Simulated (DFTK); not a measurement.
HgTe (Coloradoite), 2 atoms in the cell. Symmetry: F-43m, No. 216, cubic system. Conventional cell: a = 6.429 Å, b = 6.429 Å, c = 6.429 Å, α = 90.00°, β = 90.00°, γ = 90.00°. Hg (site symmetry -43m) has 4 Te at 2.78 Å as nearest neighbours. Around Te (site symmetry -43m) lie 4 Hg at 2.78 Å. 

| Item | Value |
| --- | --- |
| Program | DFTK 0.8.2 |
| Task | equation of state |
| Functional | BLYP |
| Potentials or basis | in-house norm-conserving set (PBE, scalar relativistic) |
| Cutoff | 1116 eV |
| k mesh | 4 × 4 × 4 |
| Occupations | fermi-dirac, width 0.05 eV |
| Spin | no spin polarisation |
| Valence electrons | Hg 20, Te 16 |
| Volume scales | [0.94, 0.96, 0.98, 1.0, 1.02, 1.04, 1.06] |
| SCF tolerance on the density | 1e-06 |

Potentials or basis: in-house norm-conserving set (PBE, scalar relativistic).

Launch:

```bash
$ julia --threads=1 run.jl  # save.jl only writes the numbers to a file and isn't shown; printed stress counts tension as positive; times include loading and compiling
```

Hardware: 1 thread of Intel(R) Xeon(R) Platinum 8488C (Sapphire Rapids), with other jobs on the host.

Problem. Estimate the wall time of this run.

Solution. It took 15 min on 1 thread of Intel(R) Xeon(R) Platinum 8488C (Sapphire Rapids), on a shared host, peak memory 1.8 GiB. Counts: scf iterations 67, bands 23.
